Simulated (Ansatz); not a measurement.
# TiAl3: a film clamped to a substrate

All numbers below come from Ansatz 0.2.0, DFT r2SCAN, scalar-relativistic, plane waves, PAW. Cutoff 500 eV, Γ-centred 12×12×12 k-points, Gaussian smearing of 0.15 eV. No spin polarisation. Energies are free energies at this smearing, counted from the undisturbed cell; pressure is positive in compression.

Zero of the scan (relaxed at this level; this form isn't the usual structure):

```
Ti Al
1.0
     3.95567    0.00000    0.00000
     0.00000    3.95567    0.00000
     0.00000    0.00000    3.95567
Ti Al
1 3
Cartesian
  0.0000 0.0000 0.0000
  1.9778 1.9778 0.0000
  1.9778 0.0000 1.9778
  0.0000 1.9778 1.9778
```

The cell (4 atoms, V0 = 61.90 Å³) is strained by p along both x and y and by q along z, fractional coordinates fixed. τp = (1/V0) ∂E/∂p = (σxx + σyy)(1 + p)(1 + q) and τq = (1/V0) ∂E/∂q = σzz(1 + p)², with tension positive.

```csv
p,q,ΔE (meV/atom),τp (GPa),τq (GPa)
0.000,0.000,0.00,-0.08,-0.04
-0.015,0.000,6.35,-8.86,-2.25
0.015,0.000,5.65,7.72,2.04
0.000,-0.015,2.34,-2.30,-3.24
0.000,0.015,2.10,2.00,2.89
```

Question: Get the second derivatives of the energy density.

Answer: Central differences give A = ∂τp/∂p = 553 GPa (C11 + C22 + 2 C12), C = ∂τq/∂q = 204 GPa (C33) and the cross term B = ∂τq/∂p = 143 GPa (C13 + C23); ∂τp/∂q = 143 GPa must equal B, and any difference shows higher-order terms. The ions are clamped. In a cubic crystal C11 = C = 204, C12 = B/2 = 72 GPa and A should be 2(C11 + C12) = 552 GPa; the bulk modulus is (C11 + 2 C12)/3 = 116 GPa.

Question: A film of this crystal grows with z along the normal on a substrate that imposes p. How does its thickness respond, and what does the misfit cost?

Answer: Count p and q from the stress-free cell. A free surface needs τq = 0, so q = −(B/C) p = -0.70 p. The energy density left is (A − B²/C) p²/2 = M p², with the biaxial modulus M = 226 GPa; a misfit of 1 % costs 2.19 meV/atom, against 2.67 meV/atom if the thickness were held.

At p = 0.030 the energies along q are 19.0 (q = -0.030), 18.3 (q = -0.015), 22.0 (q = 0.000), 29.7 (q = 0.015), 41.1 (q = 0.030) meV/atom.

Question: Does the linear rule hold at this misfit?

Answer: A parabola through the lowest point and its neighbours has its minimum at q = -0.020, 18.0 meV/atom. With the stress left in the starting cell, τp0 and τq0, linear elasticity gives q = −(τq0 + Bp)/C = -0.021 and E = V0(τp0 p + τq0 q + Ap²/2 + Bpq + Cq²/2)/N = 19.5 meV/atom. The two agree within a tenth in energy.

In a metal these slopes depend on the k mesh and the smearing.

The film thins under in-plane tension, but by much less than constant volume would require, so its volume grows. This modest lateral coupling, with C12 well below C11, suggests directional Ti d-Al p bonding on top of the metallic cohesion. Stress builds faster in compression than in tension along both strain paths, even allowing for the residual stress, because short-range repulsion steepens as atoms approach while bonding weakens as they separate. The same anharmonicity explains why linear elasticity overestimates the cost at the larger tensile misfit, 19.5 against 18.0 meV/atom, while still placing the optimum thickness almost correctly.

Clamping the ions costs nothing here: every atom sits on an inversion centre that these strains preserve, so no internal displacement is driven. The elastic constants therefore already include the ionic response to these strains. The positive tetragonal stiffness doesn't show that this form can compete with the usual tetragonal one, which differs by a periodic antiphase shift of the layers and can't be reached by homogeneous strain.
